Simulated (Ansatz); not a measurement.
The elements of this relaxed trial crystal are hidden behind letters.

```
lattice vectors (Å)
   5.0101    0.0000    0.0000
   0.0000    5.0101    0.0000
   0.0000    0.0000    5.0101
fractional positions
X 0.0000 0.0000 0.5000
X 0.5000 0.0000 0.0000
X 0.0000 0.5000 0.0000
Z 0.5000 0.5000 0.5000
Q 0.2595 0.2595 0.7405
Q 0.7405 0.2595 0.2595
Q 0.2595 0.7405 0.2595
Q 0.7405 0.7405 0.7405
Q 0.7405 0.7405 0.2595
Q 0.2595 0.7405 0.7405
Q 0.7405 0.2595 0.7405
Q 0.2595 0.2595 0.2595
```

Method: DFT PBE, scalar-relativistic, plane waves, PAW (Ansatz). Settings of the last relaxation (12-atom cell): 420 eV, 8×8×8 k points, Gaussian smearing of 0.10 eV, no spin polarisation.

* Space group: Pm-3m (No. 221)
* Conventional cell: a = 5.010 Å
* Volume per atom: 10.48 Å³
* Density: 5.67 g/cm³
* Energy over the elements: −2.77 eV/atom
* Gap on the 8×8×8 mesh of the 12-atom cell: 0 eV (the bands overlap slightly)

Energies are uncorrected and count from the elements' standard states at the same level.

Task: X is a d-block element of period 5, Z is a p-block element of period 3 and Q is a p-block element of period 2. Which elements are they?

Result: X = Zr, Z = Si, Q = O, so the formula is Zr3SiO8. Density times volume gives a mean mass of 5.67 × 10.48/1.6605 = 35.8 u per atom, and this set has 35.8 u. Zr is surrounded by 8 O at 2.20 Å; around Si lie 8 O at 2.09 Å; O is surrounded by 1 Si at 2.09 Å, 3 Zr at 2.20 Å, 3 O at 2.41 Å and 3 O at 2.60 Å. Other sets within the hints have nearly the same mass, so mass alone doesn't settle it; this one was computed.

The zero gap may come from the functional, which often closes small gaps, or the cell may be a true semimetal. A structure relaxed within its symmetry needn't be a true minimum. Another cell of Zr3SiO8 relaxed alike, in P-43m, lies 0.44 eV/atom lower, so this cell isn't the stable form at this level.
